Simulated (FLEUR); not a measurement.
# Sc (P6_3/mmc) in FLEUR: further runs

Runs on Sc. Level: LDA. Tasks: equation of state.

All numbers are computed with FLEUR MaX-R8.1 (later development tree); they aren't measurements. Logs are shortened: lines on timing, memory, paths and dates and some standing lists are left out, and cuts for length are marked.

## (1) Starting point

It takes space group P6_3/mmc (No. 194, hexagonal). The conventional cell has a = 3.309 Å, b = 3.309 Å, c = 5.273 Å, α = 90.00°, β = 90.00°, γ = 120.00°. Sc (site symmetry -6m2) is surrounded by 12 Sc at 3.26 to 3.31 Å.

## (2) Equation of state, LDA, 23.50 Å³/atom (volume scaled by 0.94)

Contents of inp.xml:

```xml
<?xml version="1.0" encoding="UTF-8" standalone="no"?>
<fleurInput fleurInputVersion="0.39">
   <comment>
      Sc                                                                                                  
   </comment>
   <calculationSetup>
      <cutoffs Kmax="4.1" Gmax="12.7" GmaxXC="12.7" numbands="0"/>
      <scfLoop itmax="60" minDistance="0.00001" maxIterBroyd="15" imix="Anderson" alpha="0.05" precondParam="0.0" spinf="2.0" sdNocoIR="T"/>
      <coreElectrons ctail="T" frcor="F" kcrel="0" coretail_lmax="0"/>
      <xcFunctional name="vwn" relativisticCorrections="F"/>
      <magnetism jspins="1"/>
      <soc l_soc="F" theta="0.0" phi="0.0" spav="F"/>
      <expertModes spex="0" secvar="F"/>
      <geometryOptimization l_f="F" forcealpha="1.0" forcemix="BFGS" epsdisp="0.00001" epsforce="0.00001"/>
      <ldaU l_linMix="F" mixParam="0.05" spinf="1.0"/>
   </calculationSetup>
   <cell>
      <bzIntegration valenceElectrons="22.0" mode="hist" fermiSmearingEnergy="0.00183747">
         <kPointListSelection listName="default-1"/>
         <!-- k-points included here -->
         <xi:include xmlns:xi="http://www.w3.org/2001/XInclude" href="kpts.xml"> </xi:include>
      </bzIntegration>
      <!-- symmetry operations included here -->
      <xi:include xmlns:xi="http://www.w3.org/2001/XInclude" href="sym.xml"> </xi:include>
      <bulkLattice scale="0.9795861087">
         <bravaisMatrix>
            <row-1>    6.2531037463013996     0.0000000000000000     0.0000000000000000</row-1>
            <row-2>   -3.1265518731506998     5.4153466967537449     0.0000000000000000</row-2>
            <row-3>    0.0000000000000000     0.0000000000000000     9.9650927728531791</row-3>
         </bravaisMatrix>
      </bulkLattice>
   </cell>
   <atomSpecies>
      <species name="Scandium (Sc)" element="Sc" atomicNumber="21">
         <mtSphere radius="2.66" gridPoints="879" logIncrement="0.014"/>
         <atomicCutoffs lmax="11" lnonsphr="8"/>
         <electronConfig flipSpins="F">
            <coreConfig>(1s1/2) (2s1/2) (2p1/2) (2p3/2)</coreConfig>
            <valenceConfig>(3s1/2) (3p1/2) (3p3/2) (4s1/2) (3d3/2) (3d5/2)</valenceConfig>
            <stateOccupation state="(3d3/2)" spinUp="0.200000" spinDown="0.200000"/>
            <stateOccupation state="(3d5/2)" spinUp="0.300000" spinDown="0.300000"/>
         </electronConfig>
         <energyParameters s="4" p="4" d="3" f="4"/>
         <lo type="SCLO" l="0" n="3" eDeriv="0"/>
         <lo type="SCLO" l="1" n="3" eDeriv="0"/>
         <lo type="SCLO" l="1" n="3" eDeriv="1"/>
         <lo type="SCLO" l="2" n="3" eDeriv="2"/>
         <lo type="SCLO" l="3" n="4" eDeriv="2"/>
      </species>
   </atomSpecies>
   <atomGroups>
      <atomGroup species="Scandium (Sc)">
         <relPos label="                   1">-1.000/3.000 1.000/3.000 -1.000/4.000</relPos>
         <relPos label="                   2">1.000/3.000 -1.000/3.000 1.000/4.000</relPos>
         <force calculate="T" relaxXYZ="TTT"/>
      </atomGroup>
   </atomGroups>
   <output dos="F" band="F" slice="F">
      <checks vchk="F" cdinf="F"/>
      <bandDOS minEnergy="-.5*Htr" maxEnergy="0.5*Htr" sigma="0.015" storeEVData="T"/>
      <vacuumDOS vacdos="F" integ="F" star="F" nstars="0" locx1="0.0" locy1="0.0" locx2="0.0" locy2="0.0" nstm="0" tworkf="0.0"/>
      <unfoldingBand unfoldBand="F" supercellX="1" supercellY="1" supercellZ="1"/>
      <plotting iplot="0" polar="F">
         <plot TwoD="T" vec1="  1.0  0.0  0.0" vec2="  0.0  1.0  0.0" vec3="  0.0  0.0  1.0" zero="  0.0  0.0  0.0" file="plot"/>
      </plotting>
      <chargeDensitySlicing numkpt="0" minEigenval="0.0" maxEigenval="0.0" nnne="0" pallst="F"/>
      <specialOutput eonly="F"/>
      <moessbauerParams electricFieldGradient="T" isomerShift="T" coreHyperfine="T" valenceHyperfine="T"/>
      <magneticCircularDichroism mcd="F" energyLo="-10.0" energyUp="0.0"/>
   </output>
  <!-- We include the file relax.xml here to enable relaxations (see documentation) -->
  <xi:include xmlns:xi="http://www.w3.org/2001/XInclude" href="relax.xml"> <xi:fallback/> </xi:include>
</fleurInput>
```

Potentials or basis: all-electron, FLAPW.

Run with:

```
$ inpgen -f crystal.txt -profile fastHighL
$ # inp.xml edited to the form shown
$ fleur_MPI
```

The program printed:

```text
Welcome to FLEUR        (www.flapw.de)
      MaX-Release 8.1          (www.max-centre.eu)

 ========== k-point set info ==========
 Selected k-point list: default-1
 k-point list type: mesh
 9 x 9 x 5
 Number of k points: 36

 ------------Calculation Setup---------------------------
 Number of MPI-tasks      :            1
 Number of PE/node        :            1
 Number of OMP-threads    :            1
 Most efficient MPI parallelization for:
           1           2           3           4           6           9          12          18          36
 Additional eigenvalue parallelization possible
 Number of basis functions:          446
 Approximate size of matrices (H+S) per k-point:         0.003 GB
 --------------------------------------------------------
 Iteration:     1   Distance:       2.78679045 me/bohr^3
 Iteration:     2   Distance:       2.56168932 me/bohr^3
 Iteration:     3   Distance:       1.08000950 me/bohr^3
 Iteration:     4   Distance:       0.31674866 me/bohr^3
 Iteration:     5   Distance:       0.10840921 me/bohr^3
 Iteration:     6   Distance:       0.01252574 me/bohr^3
 Iteration:     7   Distance:       0.01236887 me/bohr^3
 Iteration:     8   Distance:       0.00304259 me/bohr^3
 Iteration:     9   Distance:       0.00024503 me/bohr^3
 Iteration:    10   Distance:       0.00025972 me/bohr^3
 Iteration:    11   Distance:       0.00000565 me/bohr^3

 ********************************************************************
 Run finished successfully
 Stop message:
   all done
 ********************************************************************
```

out.xml (last iteration):

```text
<iteration numberForCurrentRun="   11" overallNumber="   11">
         <energyParameters units="Htr">
            <atomicEP atomType="1" spin="1" branch="4s" branchLowest="-1.54" branchHighest="1.67" value="0.1906155027"/>
            <atomicEP atomType="1" spin="1" branch="4p" branchLowest="-0.74" branchHighest="2.10" value="0.3020894718"/>
            <atomicEP atomType="1" spin="1" branch="3d" branchLowest="-9.99" branchHighest="0.50" value="0.2896516087"/>
            <atomicEP atomType="1" spin="1" branch="4f" branchLowest="-9.99" branchHighest="2.52" value="0.5795432845"/>
            <loAtomicEP atomType="1" spin="1" branch="3s" branchLowest="-16.92" branchHighest="-1.54" value="-1.5552318810"/>
            <loAtomicEP atomType="1" spin="1" branch="3p" branchLowest="-13.80" branchHighest="-0.74" value="-0.7807785735"/>
            <loAtomicEP atomType="1" spin="1" branch="3p" branchLowest="-13.80" branchHighest="-0.74" value="-0.7807785735"/>
            <loAtomicEP atomType="1" spin="1" branch="3d" branchLowest="-9.99" branchHighest="0.50" value="0.2893716089"/>
            <loAtomicEP atomType="1" spin="1" branch="4f" branchLowest="-9.99" branchHighest="2.52" value="0.5795453540"/>
         </energyParameters>
         <eigenvalues>
            <eigenvaluesAt spin="1" ikpt="1" k_x="0.00000000" k_y="0.00000000" k_z="0.00000000">
                      -1.5580307183       -1.5549488838       -0.7913960334       -0.7762004133       -0.7762004133
                      -0.7735936582       -0.7735936582       -0.7728708406        0.0453967646        0.1709314769
                       0.2588462841        0.2944838755        0.2944838755        0.2990271525        0.3107176512
                       0.3107176512        0.3250140508        0.3250140508
            </eigenvaluesAt>
            <eigenvaluesAt spin="1" ikpt="2" k_x="0.00000000" k_y="0.00000000" k_z="0.20000000">
                      -1.5577391162       -1.5552459170       -0.7896866304       -0.7759524179       -0.7759524179
                      -0.7747033172       -0.7738435533       -0.7738435533        0.0553986195        0.1580509615
                       0.2551382658        0.2911692375        0.2911692375        0.2925631785        0.3054555763
                       0.3054555763        0.3352162016        0.3352162016
            </eigenvaluesAt>
            <eigenvaluesAt spin="1" ikpt="3" k_x="0.00000000" k_y="0.00000000" k_z="0.40000000">
                      -1.5569731212       -1.5560208433       -0.7851550337       -0.7794343041       -0.7753024625
                      -0.7753024625       -0.7744969433       -0.7744969433        0.0834374189        0.1227130787
                       0.2604359663        0.2766468775        0.2900965731        0.2900965731        0.2958544949
                       0.2958544949        0.3540571200        0.3540571200
            </eigenvaluesAt>
            <eigenvaluesAt spin="1" ikpt="4" k_x="0.00000000" k_y="0.11111111" k_z="0.00000000">
                      -1.5577527394       -1.5548357647       -0.7906892249       -0.7776555487       -0.7766778224
                      -0.7751038773       -0.7737973817       -0.7731673490        0.0558000752        0.1797249670
                       0.2495828629        0.2786539070        0.3021902702        0.3035509878        0.3108366455
                       0.3171213365        0.3176650319        0.3188945966
            </eigenvaluesAt>
         </eigenvalues>
         <bandgap value="0.0031337203" units="eV"/>
         <sumValenceSingleParticleEnergies value="-14.4678405262" units="Htr"/>
         <FermiEnergy value="0.2352262442" units="Htr"/>
         <valenceDensity>
            <mtCharges spin="1">
               <mtCharge atomType="1" total="9.5745557" s="2.3157402" p="6.1588080" d="1.0934624" f="0.0056989"/>
            </mtCharges>
            <spinDependentCharge spin="1" total="22.0000000" interstitial="2.8508886" mtSpheres="19.1491114"/>
            <totalCharge value="22.0000000000"/>
         </valenceDensity>
         <coreStates atomType="     1" atomicNumber=" 21" spin="1" kinEnergy="    712.2492539455" eigValSum="   -437.9781761936" lostElectrons=" 0.000000">
            <state n="1" l="0" j="0.5" energy="-160.6694971797" weight="1.0000000000"/>
            <state n="2" l="0" j="0.5" energy="-16.9207579328" weight="1.0000000000"/>
            <state n="2" l="1" j="0.5" energy="-13.9130167199" weight="1.0000000000"/>
            <state n="2" l="1" j="1.5" energy="-13.7429081322" weight="2.0000000000"/>
         </coreStates>
         <allElectronCharges>
            <spinDependentCharge spin="1" total="42.0000000" interstitial="2.8508886" mtSpheres="39.1491114"/>
            <totalCharge value="41.9999999995"/>
         </allElectronCharges>
         <moessbauerParams unitsHFF="kG" unitsIS="e/bohr^3" unitsEFG="Htr/bohr^2">
            <coreIsomerShift atomType="1" isTotal="7151.67829">
               <shell n="1" l="0" isomerShift="6581.54453"/>
               <shell n="2" l="0" isomerShift="568.23533"/>
               <shell n="2" l="1" isomerShift="1.89843"/>
            </coreIsomerShift>
            <isomerShift atomType="1" nucleusRadius="0.0000840" averageDensity="7232.29056"/>
            <electricFieldGradient atomType="1" VXX="-0.05693" VYY="-0.05693" VZZ="0.11386" asymParam="0.00000">
            </electricFieldGradient>
         </moessbauerParams>
         <totalEnergy                                    value="    -1525.0402825819" units="Htr">
            <sumOfEigenvalues                            value="     -890.4241929133">
               <coreElectrons value="-875.9563523871"/>
               <valenceElectrons value="-14.4678405262"/>
            </sumOfEigenvalues>
            <densityCoulombPotentialIntegral value="-2328.9338513630"/>
            <densityEffectivePotentialIntegral value="-2427.7191252297"/>
            <chargeDenXCDenIntegral value="-74.6753964194"/>
            <FockExchangeEnergyValence value="0.0000000000"/>
            <FockExchangeEnergyCore value="0.0000000000"/>
            <atomTypeDependentContributions atomType="1">
               <electronNucleiInteractionDifferentMTs value="1807.2529556663"/>
               <MadelungTerm value="-15.9399371310"/>
            </atomTypeDependentContributions>
            <tkbTimesEntropy value="0.0012831137"/>
            <freeEnergy value="-1525.0415656957"/>
            <extrapolationTo0K value="-1525.0409241388"/>
         </totalEnergy>
         <densityConvergence units="me/bohr^3">
            <chargeDensity spin="1" distance="0.0000056511"/>
         </densityConvergence>
      </iteration>
```

It took 20 s on 1 thread of Intel Xeon Platinum 8375C at 2.90GHz (Ice Lake), shared host; peak memory 0.08 GiB.

Results:

- Free energy: -41498.4951 eV
- Band gap on the k mesh: none (metal or under the smearing width)
- Valence electrons inside the program's atomic spheres: Sc 9.57 (radii Sc 2.66 bohr)

## (3) Equation of state, LDA, 24.00 Å³/atom (volume scaled by 0.96)

inp.xml: that of step 2 with these lines changed.

```diff
@@ -24,3 +24,3 @@
       <xi:include xmlns:xi="http://www.w3.org/2001/XInclude" href="sym.xml"> </xi:include>
-      <bulkLattice scale="0.9795861087">
+      <bulkLattice scale="0.9864848297">
          <bravaisMatrix>
```

Potentials or basis: all-electron, FLAPW.

Run with:

```
$ inpgen -f crystal.txt -profile fastHighL
$ # inp.xml edited to the form shown
$ fleur_MPI
```

Wall time 21 s (1 thread of Intel Xeon Platinum 8375C at 2.90GHz (Ice Lake), shared host); peak memory 0.08 GiB.

It converged, with:

| Item | Value |
| --- | --- |
| Free energy | -41498.4769 eV |
| Band gap on the k mesh | none (metal or under the smearing width) |
| Valence electrons inside the program's atomic spheres | Sc 9.55 (radii Sc 2.66 bohr) |

## (4) Equation of state, LDA, 25.00 Å³/atom

inp.xml: that of step 3 with these lines changed.

```diff
@@ -24,3 +24,3 @@
       <xi:include xmlns:xi="http://www.w3.org/2001/XInclude" href="sym.xml"> </xi:include>
-      <bulkLattice scale="0.9864848297">
+      <bulkLattice scale="1.0000000000">
          <bravaisMatrix>
```

Run with:

```
$ inpgen -f crystal.txt -profile fastHighL
$ # inp.xml edited to the form shown
$ fleur_MPI
```

It took 25 s on 1 thread of Intel Xeon Platinum 8375C at 2.90GHz (Ice Lake), shared host; peak memory 0.08 GiB.

The run converged. Its results:

* Free energy: -41498.4216 eV
* Band gap on the k mesh: none (metal or under the smearing width)
* Valence electrons inside the program's atomic spheres: Sc 9.51 (radii Sc 2.66 bohr)

## (5) Equation of state, LDA, 26.00 Å³/atom (volume scaled by 1.04)

inp.xml: that of step 4 with these lines changed.

```diff
@@ -24,3 +24,3 @@
       <xi:include xmlns:xi="http://www.w3.org/2001/XInclude" href="sym.xml"> </xi:include>
-      <bulkLattice scale="1.0000000000">
+      <bulkLattice scale="1.0131594038">
          <bravaisMatrix>
```

Run with:

```
$ inpgen -f crystal.txt -profile fastHighL
$ # inp.xml edited to the form shown
$ fleur_MPI
```

Wall time 26 s (1 thread of Intel Xeon Platinum 8375C at 2.90GHz (Ice Lake), shared host); peak memory 0.08 GiB.

The run converged. Its results:

```
Free energy                                           : -41498.3450 eV
Band gap on the k mesh                                : none (metal or under the smearing width)
Valence electrons inside the program's atomic spheres : Sc 9.47 (radii Sc 2.66 bohr)
```

## (6) Equation of state, LDA, 26.50 Å³/atom (volume scaled by 1.06)

inp.xml: that of step 5 with these lines changed.

```diff
@@ -24,3 +24,3 @@
       <xi:include xmlns:xi="http://www.w3.org/2001/XInclude" href="sym.xml"> </xi:include>
-      <bulkLattice scale="1.0131594038">
+      <bulkLattice scale="1.0196128224">
          <bravaisMatrix>
```

Potentials or basis: all-electron, FLAPW.

Run with:

```
$ inpgen -f crystal.txt -profile fastHighL
$ # inp.xml edited to the form shown
$ fleur_MPI
```

Run time: 26 s. Hardware: 1 thread of Intel Xeon Platinum 8375C at 2.90GHz (Ice Lake), shared host; peak memory 0.08 GiB.

Results (log left out):

```
Free energy                                           : -41498.2999 eV
Band gap on the k mesh                                : none (metal or under the smearing width)
Valence electrons inside the program's atomic spheres : Sc 9.45 (radii Sc 2.66 bohr)
```

## (7) Equation of state, LDA

This step only gathers the single runs of the series.

What came out:

- Equilibrium volume: 22.55 Å³/atom (rough: see the caveat)
- Bulk modulus at fixed shape and positions: 62 GPa (rough)

Energy against volume, from the lowest point:
```
volume (Å³/atom)  energy (meV/atom)
          23.502               0.00
          24.002               9.11
          25.002              36.72
          26.002              75.04
          26.502              97.61
```

Caveat: the minimum lies outside the volumes run; the cell was scaled at fixed shape and fractional positions, which overstates the stiffness of a crystal with free parameters, most of all of layers and chains.
